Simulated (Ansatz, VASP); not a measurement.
**Equation of state of SnO under PBE**

It takes space group Pm-3m (No. 221, cubic). The conventional cell has a = 3.132 Å, b = 3.132 Å, c = 3.132 Å, α = 90.00°, β = 90.00°, γ = 90.00°. Sn (site symmetry m-3m) is surrounded by 8 O at 2.71 Å. Around O (site symmetry m-3m) lie 8 Sn at 2.71 Å.

The cell comes from a database or a generator and needn't be the stable form of this composition.

The cell was scaled at fixed shape and fractions and run with VASP, PBE PAW files O, Sn_d, 520 eV; PBE, k mesh 9 × 9 × 9 on the cell of 2 atoms, fermi-dirac occupations of 0.05 eV, no spin polarisation, no spin-orbit coupling. Energies are those that the program minimises, any entropy of the smearing included.

| V (Å³/atom) | energy over the lowest row (meV/atom) |
| --- | --- |
| 14.4389 | 20.134 |
| 14.7461 | 8.786 |
| 15.0533 | 2.241 |
| 15.3605 | 0.000 |
| 15.6677 | ? |
| 15.9749 | 6.608 |
| 16.2822 | 14.692 |

Task: Fit the third-order Birch-Murnaghan form, give V0, B0 and B′, and predict the energy left open.

Result: With y = (V0/V)^(2/3), E = E0 + (9 V0 B0/16) [(y - 1)³ B′ + (y - 1)² (6 - 4y)]. Least squares through the rows shown give V0 = 15.3810 Å³/atom, E0 = -0.010 meV, B0 = 99.31 GPa (1 eV/Å³ = 160.218 GPa) and B′ = 4.65, with a largest miss of 0.003 meV. At V = 15.6677 the form with these constants gives 1.590 meV; the run gave 1.584 meV an atom. Other set-ups at this level, from all their volumes (Å³/atom, GPa): Ansatz, Ansatz PAW (earlier soft set): V0 15.356, B0 99.58.
